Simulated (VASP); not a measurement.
## KCl (Sylvite): single point with r2SCAN

**What was measured.**

A printed reference work, monograph reports, for a bulk crystal of KCl: band gap 8.68 eV.

The system is KCl (Sylvite).

```
K Cl
1.0
     0.00000    3.18788    3.18788
     3.18788    0.00000    3.18788
     3.18788    3.18788    0.00000
K Cl
1 1
Direct
  0.00000 0.00000 0.00000
  0.50000 0.50000 0.50000
```

| Property | Result |
| --- | --- |
| Program | VASP 6.6.1 |
| Task | single point |
| Functional | r2SCAN |
| Potentials or basis | VASP PAW PBE potentials, release 64 (K_sv, Cl) |
| Cutoff | 520 eV |
| k mesh | 7 × 7 × 7 |
| Occupations | fermi-dirac, width 0.05 eV |
| Spin | no spin polarisation |

```json
{
  "Pressure": "-0.7 GPa",
  "Band gap on the k mesh": "5.69 eV, direct"
}
```

Levels at points of the mesh, in eV from the valence-band top:
| k point | band 4 | band 5 | band 6 | band 7 | band 8 | band 9 | band 10 | band 11 | band 12 | band 13 |
| --- | --- | --- | --- | --- | --- | --- | --- | --- | --- | --- |
| (0.00, 0.00, 0.00) | -11.06 | -11.06 | 0.00 | 0.00 | 0.00 | 5.69 | 9.01 | 9.01 | 9.01 | 10.03 |

Wall time 52 s on 1 thread of Intel(R) Xeon(R) 6975P-C (Granite Rapids) (shared host), peak memory 0.21 GiB.

A measured gap of KCl is 8.68 eV (a printed reference work, monograph); the calculated 5.69 eV misses it by -2.99 eV. The value is that of r2SCAN on a finite k mesh, which can miss the band edges, without temperature or zero-point motion.

Caveat: the PAW data sets were made with another functional, which shifts forces and pressure a little.
